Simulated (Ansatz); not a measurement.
**Band table of Sb**

```xyz
1
Lattice="3.1600 0.0000 0.0000 0.0000 3.1600 0.0000 0.0000 0.0000 3.1600" Properties=species:S:1:pos:R:3 pbc="T T T"
Sb    0.0000    0.0000    0.0000
```

The cell is COD entry 9013008, as deposited and not checked against the literature; nothing was relaxed.

No spin–orbit coupling, which matters for the heavy atoms here.

The calculation used DFT, PBE, all-electron LAPW, scalar-relativistic in Ansatz 0.2.0.

The runs use a Γ-centred 12×12×12 k mesh, Fermi–Dirac smearing of 0.08 eV, basis error target 1 meV/atom, no spin polarisation.

Path points, in fractions of the reciprocal vectors: Γ (0.000, 0.000, 0.000), X (0.000, 0.500, 0.000), M (0.500, 0.500, 0.000), R (0.500, 0.500, 0.500). Levels in eV from the Fermi level; bands 10 to 14, counted from the lowest band of the run. The gap is zero.

```
# k(1/Å) point b10 b11 b12 b13 b14
0.000 Γ -12.04 3.05 3.05 3.05 6.98
0.124 - -11.98 2.35 3.11 3.11 7.03
0.249 - -11.83 0.98 3.26 3.26 7.16
0.373 - -11.57 -0.50 3.50 3.50 7.39
0.497 - -11.21 -1.90 3.82 3.82 7.71
0.621 - -10.79 -3.17 4.17 4.17 8.10
0.746 - -10.35 -4.23 4.52 4.52 8.56
0.870 - -9.97 -4.98 4.78 4.78 8.99
0.994 X -9.81 -5.26 4.88 4.88 9.21
1.118 - -9.76 -5.21 4.26 4.93 9.43
1.243 - -9.59 -5.06 2.97 5.09 7.95
1.367 - -9.33 -4.82 1.52 5.34 6.52
1.491 - -8.97 -4.50 0.11 5.22 5.66
1.616 - -8.54 -4.13 -1.17 4.09 6.01
1.740 - -8.06 -3.76 -2.27 3.17 6.36
1.864 - -7.65 -3.47 -3.05 2.55 6.61
1.988 M -7.48 -3.36 -3.36 2.33 6.71
2.164 - -7.83 -3.22 -3.12 2.78 6.52
2.340 - -8.63 -2.83 -2.56 4.03 6.00
2.516 - -9.54 -2.18 -1.82 5.30 5.88
2.691 - -10.39 -1.29 -0.94 4.59 7.99
2.867 - -11.09 -0.18 0.11 3.95 8.08
3.043 - -11.61 1.08 1.28 3.46 7.61
3.219 - -11.93 2.36 2.45 3.16 7.24
3.394 Γ -12.04 3.05 3.05 3.05 6.98
3.610 - -11.88 2.41 2.41 2.55 7.91
3.825 - -11.40 1.28 1.28 1.61 9.89
4.040 - -10.62 0.26 0.26 0.75 10.33
4.255 - -9.56 -0.54 -0.54 0.11 8.43
4.471 - -8.28 -1.08 -1.08 -0.34 6.57
4.686 - -6.86 -1.40 -1.40 -0.73 5.27
4.901 - -5.55 -1.54 -1.54 -1.24 4.79
5.116 R -4.92 -1.58 -1.58 -1.58 4.90
5.292 - -5.35 -1.78 -1.44 -1.22 4.70
5.468 - -6.26 -2.31 -1.03 -0.49 4.62
5.644 - -7.24 -3.02 -0.36 0.35 4.93
5.819 - -8.13 -3.74 0.55 1.28 5.60
5.995 - -8.85 -4.38 1.67 2.32 6.57
6.171 - -9.38 -4.86 2.95 3.42 7.80
6.347 - -9.70 -5.16 4.22 4.42 9.22
6.522 X -9.81 -5.26 4.88 4.88 9.21
7.928 R -4.92 -1.58 -1.58 -1.58 4.90
8.053 - -5.14 -1.68 -1.68 -1.23 4.63
8.177 - -5.62 -1.94 -1.94 -0.36 4.12
8.301 - -6.14 -2.27 -2.27 0.80 3.60
8.425 - -6.61 -2.62 -2.62 2.12 3.15
8.550 - -6.98 -2.93 -2.93 2.79 3.54
8.674 - -7.26 -3.16 -3.16 2.54 4.97
8.798 - -7.42 -3.31 -3.31 2.38 6.18
8.922 M -7.48 -3.36 -3.36 2.33 6.71
```
